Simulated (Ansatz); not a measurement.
What pressure 4.5 GPa does to InN

The reference is InN in the wurtzite structure (space group P6_3mc, No. 186; a = 3.5809 Å, c = 5.7882 Å).

Now apply this change: a hydrostatic pressure of 4.5 GPa.

Level of theory: PBE in Ansatz (plane waves to 420 eV, PAW, no SOC), earlier PAW set. k-mesh 11×11×6 (Γ-centred); smearing 0.05 eV (Fermi–Dirac).

The volume per atom decreases by 0.54 Å³, from 16.07 Å³ to 15.53 Å³ and the density rises by 0.23 g/cm³, from 6.66 g/cm³ to 6.89 g/cm³. The c/a ratio hardly moves (1.616 against 1.615) and the shortest interatomic distance drops by 0.0246 Å to 2.159 Å. The enthalpy H = E + PV relative to the base's energy comes out as +0.44 eV/atom and the band gap stays zero.

Cost of the whole job for the changed cell (relaxation, final SCF and bands): about 70 core-seconds (a rough figure).

Load acts through the strain it causes; cell and atoms are relaxed under it. Whether these cells are dynamically stable was not tested. Tetrahedral semiconductors of this kind turn to denser phases somewhere between about 1 and 50 GPa; those were not computed, so compressed cells here can lie past the real transition. All final runs are without spin polarisation. The zero or small gap of InN can change with the level of theory.

Ansatz is a quantum-chemistry and plane-wave program.
